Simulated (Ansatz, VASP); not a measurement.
**One calculation of WC, two programs**

POSCAR

```
WC
1.0
    0.0000000000      2.1926800000      2.1926800000
    2.1926800000      0.0000000000      2.1926800000
    2.1926800000      2.1926800000      0.0000000000
W C
1 1
Direct
    0.0000000000      0.0000000000      0.0000000000
    0.5000000000      0.5000000000      0.5000000000
```

File INCAR.step1:

```
SYSTEM = WC
PREC     = Accurate       ! precision mode
ENCUT    = 520            ! plane-wave cutoff, eV
ISMEAR   = 0              ! smearing method
SIGMA    = 0.3            ! smearing width, eV
LREAL    = .FALSE.        ! projectors in reciprocal space
LASPH    = .TRUE.         ! aspherical terms in the spheres
NELM     = 60             ! most SCF steps
NBANDS   = 16             ! bands
GGA      = PE             ! functional
ALGO     = Normal         ! electronic algorithm
EDIFF    = 1E-4           ! SCF threshold, eV
LWAVE    = .TRUE.         ! write WAVECAR
LCHARG   = .FALSE.        ! write CHGCAR
```

INCAR.step2

```
SYSTEM = WC
PREC     = Accurate       ! precision mode
ENCUT    = 520            ! plane-wave cutoff, eV
EDIFF    = 1E-7           ! SCF threshold, eV
ISMEAR   = 0              ! smearing method
SIGMA    = 0.3            ! smearing width, eV
LREAL    = .FALSE.        ! projectors in reciprocal space
LASPH    = .TRUE.         ! aspherical terms in the spheres
NELM     = 60             ! most SCF steps
ALGO     = Normal         ! electronic algorithm
ISIF     = 2              ! what is computed and relaxed
LWAVE    = .FALSE.        ! write WAVECAR
LCHARG   = .TRUE.         ! write CHGCAR
METAGGA  = R2SCAN         ! meta-GGA
LMIXTAU  = .TRUE.       
LELF     = .TRUE.         ! ELF
LVHAR    = .TRUE.       
NBANDS   = 16             ! bands
ISTART   = 1
```

The input KPOINTS:

```
regular mesh
0
G
  13 13 13
  0 0 0
```

Input for Ansatz:

```yaml
crystal:
  lattice:
    - [0.0, 2.19268, 2.19268]
    - [2.19268, 0.0, 2.19268]
    - [2.19268, 2.19268, 0.0]
  atoms:
    - { symbol: W, position: [0.0, 0.0, 0.0] }
    - { symbol: C, position: [0.5, 0.5, 0.5] }
basis:
  ecutwfc: 650.0
kpoints:
  mp_grid:
    grid: [13, 13, 13]
hamiltonian:
  xc: r2scan
scf:
  occupations:
    method: gaussian
    width: 0.3
output:
  stress: true
```

Measurements of this composition are mostly on another form, of space group No. 187.

Alike in both runs: task single point; functional r2SCAN; k mesh 13 × 13 × 13; occupations gaussian, width 0.3 eV; no spin polarisation.

|  | VASP | Ansatz |
| --- | --- | --- |
| version | VASP 6.6.1 | Ansatz 0.2.0 |
| potentials or method | VASP PAW PBE potentials, release 64 (W_sv, C) | plane waves, PAW |
| plane-wave cutoff (eV) | 520 | 650 |
| valence electrons in the cell | 18 | 18 |

Ansatz gave:

- pressure (GPa): -5.1

Q: What did VASP give for the same quantities?

A: Pressure (GPa): -3.5.

Caveats: the PAW data sets were made with another functional, which shifts forces and pressure a little (VASP). Spin-orbit coupling is left out, which matters for the levels of W.
